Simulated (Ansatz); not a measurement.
LaAlO$_{3}$:
```xyz
5
Lattice="3.8124 0.0000 0.0000 0.0000 3.8124 0.0000 0.0000 0.0000 3.8124" Properties=species:S:1:pos:R:3 pbc="T T T"
O      1.9062     0.0000     0.0000
O      0.0000     1.9062     0.0000
O      0.0000     0.0000     1.9062
Al     0.0000     0.0000     0.0000
La     1.9062     1.9062     1.9062
```

Relaxed with PBE.

Map the electron localisation function on the plane through (0.500, 0.000, 0.000) spanned by u = [1, 0, 0] and v = [0, 1, 1] in lattice vectors, from plane-wave PAW PBE (Ansatz code).

x is the fraction of u, y of v (the angle between them is 90°; rows are the nearest grid lines); atoms in the plane: O at (0.00, 0.00), Al at (0.50, 0.00), La at (0.00, 0.50).
```
|24899840000004899842|
|46999830000003899964|
|89998620000002689998|
|98763110000001136789|
|55421001111110012455|
|11100001111110000111|
|21100000011000000112|
|76531000000000013567|
|99974100000000147999|
|77999720000002799977|
|12699840000004899621|
|00489951000015998400|
|00489951000015998400|
|12699840000004899621|
|77999720000002799977|
|99974100000000147999|
|76531000000000013567|
|21100000011000000112|
|11100001111110000111|
|55421001111110012455|
|98763110000001136789|
|89998620000002689998|
|46999830000003899964|
|24899840000004899842|
```
Scale: ten equal steps from 0.005 (start of '0') to 0.854 (end of '9'), in the order '0123456789'; x runs from 0.000 to 1.00, y from 0.000 (bottom) to 1.00 (top).

The density is the valence pseudo-density with augmentation charge, so density and ELF within about 1 Å of a nucleus are not all-electron values.

Space group Pm-3m (cubic perovskite). This is a known high-temperature phase of the composition, computed here at zero pressure and temperature. Symmetry was held in the PBE relaxation. At this level the phase is dynamically unstable (imaginary phonons). Spin–orbit coupling is left out wherever it is not named.

Potentials: the later of the program's two PAW sets.
